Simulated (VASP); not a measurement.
# BN (Fmm2) in VASP: notebook, part 2 of 2

VASP 6.6.1. The steps go on from the part before.

## 5. Single point, PBE

INCAR reads:

```
PREC = Accurate
ENCUT = 520
EDIFF = 1E-5
ISMEAR = 0
SIGMA = 0.05
LREAL = False
LASPH = True
NELM = 100
ALGO = Normal
ISIF = 2
LWAVE = False
LCHARG = False
GGA = PE
ADDGRID = False
```

KPOINTS reads:

```
regular mesh
0
Gamma
  11 11 11
```

POSCAR reads:

```
BN
1.0
    0.0000000000      3.4953158300      2.1660912400
    1.2516321000      0.0000000000      2.1660912400
    1.2516321000      3.4953158300      0.0000000000
N B
1 1
Direct
    0.6666513400      0.6666513400      0.3333486600
    0.0000486500      0.0000486500      0.9999513500
```

Potentials or basis: VASP PAW PBE potentials, release 64 (N_s, B_s).

Command:

```sh
> cat potpaw_PBE.64/N_s/POTCAR potpaw_PBE.64/B_s/POTCAR > POTCAR
> mpirun -np 1 vasp_std > vasp.out
```

OUTCAR:

```text
PREC = Accurate
   ENCUT = 520
   EDIFF = 1E-5
   ISMEAR = 0
   LREAL = False
   LASPH = True
   NELM = 100
   ISIF = 2
   GGA = PE

 Found    216 irreducible k-points:

 Following reciprocal coordinates:
            Coordinates               Weight
  0.000000  0.000000  0.000000      1.000000
  0.090909 -0.000000 -0.000000      8.000000
  0.181818  0.000000 -0.000000      8.000000
  0.272727  0.000000 -0.000000      8.000000
  0.363636  0.000000  0.000000      8.000000
  0.454545 -0.000000 -0.000000      8.000000
   k-points           NKPTS =    216   k-points in BZ     NKDIM =    216   number of bands    NBANDS=      8
   number of dos      NEDOS =    301   number of ions     NIONS =      2
   total plane-waves  NPLWV =  17920
   dimension x,y,z NGX =    32 NGY =   20 NGZ =   28
   dimension x,y,z NGXF=    64 NGYF=   40 NGZF=   56
   ions per type =               1   1
   NGX,Y,Z   is equivalent  to a cutoff of  12.94, 13.29, 12.54 a.u.
   NGXF,Y,Z  is equivalent  to a cutoff of  25.87, 26.58, 25.08 a.u.
 SYSTEM =  unknown system
   PREC   = accura    normal or accurate (medium, high low for compatibility)
   ISTART =      0    job   : 0-new  1-cont  2-samecut
   ICHARG =      2    charge: 1-file 2-atom 10-const
   ISPIN  =      1    spin polarized calculation?
   LNONCOLLINEAR =      F non collinear calculations
   LSORBIT =      F    spin-orbit coupling
   LASPH  =      T    aspherical Exc in radial PAW
   ENCUT  =  520.0 eV  38.22 Ry    6.18 a.u.   7.65  4.65  6.90*2*pi/ulx,y,z
   NELM   =    100;   NELMIN=  2; NELMDL= -5     # of ELM steps
   EDIFF  = 0.1E-04   stopping-criterion for ELM
   LREAL  =      F    real-space projection
   EDIFFG = 0.1E-03   stopping-criterion for IOM
   NSW    =      0    number of steps for IOM
   IBRION =     -1    ionic relax: 0-MD 1-quasi-New 2-CG
   NFREE  =      0    steps in history (QN), initial steepest desc. (CG)
   ISIF   =      2    stress and relaxation
   ISYM   =      2    0-nonsym 1-usesym 2-fastsym
   POTIM  = 0.5000    time-step for ionic-motion
   TEBEG  =    0.0;   TEEND  =   0.0 temperature during run
   PSTRESS=    0.0 pullay stress
   NELECT =       8.0000    total number of electrons
   NUPDOWN=      -1.0000    fix difference up-down
   EMIN   =  10.00;   EMAX   =-10.00  energy-range for DOS
   EFERMI =   0.00;   METHOD = LEGACY
   ISMEAR =     0;   SIGMA  =   0.05  broadening in eV -4-tet -1-fermi 0-gaus
   EFERMI_NEDOS =   21; number of points for ismear=-14 and -15
   IALGO  =     38    algorithm
   IMIX   =      4    mixing-type and parameters
     AMIX     =   0.40;   BMIX     =  1.00
     AMIX_MAG =   1.60;   BMIX_MAG =  1.00
  volume/ion in A,a.u.               =       9.48        63.95
  Fermi-wavevector in a.u.,A,eV,Ry     =   1.228047  2.320672 20.518928  1.508099
  Thomas-Fermi vector in A             =   2.362987
   LORBIT       =      0    0 simple, 1 ext, 2 COOP (PROOUT), +10 PAW based schemes
   GGA     = PE    functional components
   LHFCALC =     F    Hartree Fock is set to
   AEXX    =    0.0000 exact exchange contribution
   IVDW    =     0    specifies the selected vdW correction
   LEPSILON=     F    determine dielectric tensor
   LRPA    =     F    only Hartree local field effects (RPA)
 non-spin polarized calculation
 Gauss-broadening in eV      SIGMA  =   0.05
  energy-cutoff  :      520.00
  volume of cell :       18.95
 maximum number of plane-waves:       529
   NGX = 15   NGY =  9   NGZ = 13

 number of electron       8.0000000 magnetization

 Free energy of the ion-electron system (eV)
  ---------------------------------------------------
  ext. energy  EPLUGINS =         0.00000000
  ---------------------------------------------------
  free energy    TOTEN  =       -17.56101944 eV

  energy without entropy =      -17.56101944  energy(sigma->0) =      -17.56101944

 E-fermi :   3.4545     XC(G=0):  -9.7040

 val. band max:        3.1966868102   @ k =   0.4545  -0.3636   0.0909
 cond. band min:       7.0616184412   @ k =   0.0000   0.4545   0.4545
 fundamental gap:      3.8649316310
 Fermi energy:         3.4544724003

 k-point     1 :       0.0000    0.0000    0.0000
  band No.  band energies     occupation
      1     -14.7382      2.00000
      2      -1.3403      2.00000
      3       1.7091      2.00000
      4       1.7162      2.00000
      5       7.9983      0.00000
      6      14.6588      0.00000
      7      14.7184      0.00000
      8      16.1167      0.00000
[... 45 lines left out ...]
 k-point     6 :       0.4545   -0.0000   -0.0000
  band No.  band energies     occupation
      1     -11.6684      2.00000
      2      -5.6862      2.00000
      3      -1.0589      2.00000
      4       1.9837      2.00000
      5       8.0107      0.00000
      6      12.9420      0.00000
      7      16.0625      0.00000
      8      19.1391      0.00000

 [... further k-points ...]
[... 5 lines left out ...]
  --------------------------------------------------------------------------------------
  -------------------------------------------------------------------------------------
  Total        0.6481045      0.2045611      0.6542952      0.0000000      0.0000000      0.0000000
  in kB       54.7880373     17.2927426     55.3113724      0.0000000      0.0000000      0.0000000
  external PRESSURE =      42.4640508 kB  Pullay stress =       0.0000000 kB

 VOLUME and BASIS-vectors are now :
 -----------------------------------------------------------------------------
  energy-cutoff  :      520.00
  volume of cell :       18.95
      direct lattice vectors                 reciprocal lattice vectors
     0.000000000  3.495315830  2.166091240    -0.399478409  0.143048590  0.230830535
     1.251632100  0.000000000  2.166091240     0.399478409 -0.143048590  0.230830535
     1.251632100  3.495315830  0.000000000     0.399478409  0.143048590 -0.230830535

 POSITION                                       TOTAL-FORCE (eV/Angst)
 -----------------------------------------------------------------------------------
      1.25163      3.49532      2.88806         0.000000      0.000000     -0.010381
      1.25163      3.49532      0.00021         0.000000      0.000000      0.010381
 -----------------------------------------------------------------------------------
    total drift:                                0.000001      0.000001      0.000034

  FREE ENERGIE OF THE ION-ELECTRON SYSTEM (eV)
  ---------------------------------------------------
  free  energy   TOTEN  =       -17.5610194441 eV

  energy  without entropy=      -17.5610194441  energy(sigma->0) =      -17.56101944
```

OSZICAR:

```text
N       E                     dE             d eps       ncg     rms          rms(c)
DAV:   1     0.240108011161E+02    0.24011E+02   -0.43749E+03  4248   0.104E+03
DAV:   2    -0.178660823009E+02   -0.41877E+02   -0.38606E+02  3704   0.220E+02
DAV:   3    -0.194525049852E+02   -0.15864E+01   -0.15864E+01  6144   0.644E+01
DAV:   4    -0.194575034362E+02   -0.49985E-02   -0.49985E-02  3840   0.286E+00
DAV:   5    -0.194575620599E+02   -0.58624E-04   -0.58624E-04  6328   0.541E-01    0.176E+01
DAV:   6    -0.177726434971E+02    0.16849E+01   -0.68364E+00  5264   0.294E+01    0.217E+01
DAV:   7    -0.176522431569E+02    0.12040E+00   -0.11545E-01  5080   0.661E+00    0.164E+01
DAV:   8    -0.175619424457E+02    0.90301E-01   -0.34346E-01  5488   0.129E+01    0.115E+00
DAV:   9    -0.175608540158E+02    0.10884E-02   -0.36243E-03  3688   0.133E+00    0.508E-01
DAV:  10    -0.175610100164E+02   -0.15600E-03   -0.23062E-03  4680   0.119E+00    0.111E-01
DAV:  11    -0.175610194441E+02   -0.94277E-05   -0.35806E-05  4320   0.981E-02
   1 F= -.17561019E+02 E0= -.17561019E+02  d E =-.242179E-15
```

Wall time 16 s (1 thread of Intel Xeon 6975P-C (Granite Rapids), shared host); peak memory 0.16 GiB.

The run converged, but some of its settings lie outside the range that counts as converged, so its numbers aren't taken as properties of the crystal.

Results:

```
Free energy            : -17.5610 eV
Pressure               : 4.2 GPa
Largest force          : 0.010 eV/Å
Band gap on the k mesh : 3.86 eV, indirect (least direct gap 4.72 eV)
```

Caveat: an odd mesh through Γ misses points on the zone boundary, where band edges often lie.

## 6. The reference run

An earlier run on the cell as given: functional PBE; potentials or basis VASP PAW PBE potentials, release 64 (N, B); cutoff 520 eV; k mesh 13 × 13 × 13; occupations fermi-dirac, width 0.05 eV; no spin polarisation.

- Pressure: 3.3 GPa
- Largest force: 0.010 eV/Å
- Band gap on the k mesh: 3.90 eV, indirect (least direct gap 4.65 eV)
